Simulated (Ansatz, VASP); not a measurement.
One calculation of TePb, two programs

```
Te Pb
1.0
     0.00000    3.22700    3.22700
     3.22700    0.00000    3.22700
     3.22700    3.22700    0.00000
Te Pb
1 1
Direct
  0.48357 0.50000 0.50000
  0.00000 0.00000 0.00000
```

Change from the starting cell: all Te atoms moved +0.075 Å, as atom 1 towards its neighbour atom 1 (Te) at 4.564 Å.

Alike in both runs: task single point; functional PBE; k mesh 8 × 8 × 8; occupations gaussian, width 0.05 eV; no spin polarisation.

```csv
,VASP,Ansatz
version,VASP 6.6.1,Ansatz 0.2.0
potentials or method,"VASP PAW PBE potentials, release 64 (Te, Pb_d)","scalar-relativistic, plane waves, PAW"
plane-wave cutoff (eV),520,420
valence electrons in the cell,20,30
```

```csv
,VASP,Ansatz,Ansatz less VASP
gap on the k mesh at the Fermi level (eV),0.74,0.73,-0.005
least direct gap on the mesh (eV),0.74,0.73,-0.005
pressure (GPa),2.3,2.4,+0.06
largest component of the traceless stress (GPa),0.07,0.07,-0.001
rms of the force components (eV/Å),0.032,0.031,-0.0007
```

Atom by atom the forces differ by 0.001 eV/Å (rms over components). The two sets of potentials don't hold the same shells in valence.

Caveats: spin-orbit coupling is left out, which as a rule narrows the gap of such compounds by several tenths of an eV. A k mesh can miss the band edges.
